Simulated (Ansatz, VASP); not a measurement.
GaN in VASP and in Ansatz

File INCAR:

```
SYSTEM = GaN
PREC     = Accurate       ! precision mode
ENCUT    = 520            ! plane-wave cutoff, eV
EDIFF    = 1E-6           ! SCF threshold, eV
ISMEAR   = -1             ! smearing method
SIGMA    = 0.02           ! smearing width, eV
LREAL    = .FALSE.        ! projectors in reciprocal space
LASPH    = .TRUE.         ! aspherical terms in the spheres
NELM     = 100            ! most SCF steps
ALGO     = Normal         ! electronic algorithm
ISIF     = 2              ! what is computed and relaxed
LWAVE    = .FALSE.        ! write WAVECAR
LCHARG   = .FALSE.        ! write CHGCAR
GGA      = PE             ! functional
NBANDS   = 16             ! bands
```

Contents of KPOINTS:

```
Automatic mesh
0
G
  10 10 10
  0 0 0
```

The input POSCAR:

```
GaN
1.0
    0.0000000000      1.9925000000      1.9925000000
    1.9925000000      0.0000000000      1.9925000000
    1.9925000000      1.9925000000      0.0000000000
Ga N
1 1
Direct
    0.5000000000      0.5000000000      0.5000000000
    0.0000000000      0.0000000000      0.0000000000
```

Input for Ansatz:

```yaml
crystal:
  lattice:
    - [0.0, 1.9925, 1.9925]
    - [1.9925, 0.0, 1.9925]
    - [1.9925, 1.9925, 0.0]
  atoms:
    - { symbol: Ga, position: [0.5, 0.5, 0.5] }
    - { symbol: "N", position: [0.0, 0.0, 0.0] }
kpoints:
  mp_grid: { grid: [10, 10, 10] }
scf:
  occupations: { method: fermi_dirac, width: 0.02 }
hamiltonian:
  xc: pbe
  pseudopotentials: { kind: all_electron, lapw: { basis_error: 0.001 } }
output:
  forces: true
  stress: true
  eigenvalues: true
```

Alike in both runs: task single point; functional PBE; k mesh 10 × 10 × 10; occupations fermi-dirac, width 0.02 eV; no spin polarisation.

```csv
,VASP,Ansatz
version,VASP 6.6.1,Ansatz 0.2.0
potentials or method,"VASP PAW PBE potentials, release 64 (Ga_d, N)","all-electron LAPW, scalar-relativistic"
plane-wave cutoff (eV),520,see its input
```

VASP gave:

* gap on the k mesh at the Fermi level (eV): 1.82

Which values does Ansatz return?

gap on the k mesh at the Fermi level (eV): 1.84.

Ansatz ran all-electron here, so the differences hold the error of VASP's frozen core and of both bases.

 A hybrid or GW would open this gap; PBE tends to underestimate it. A k mesh can miss the band edges.
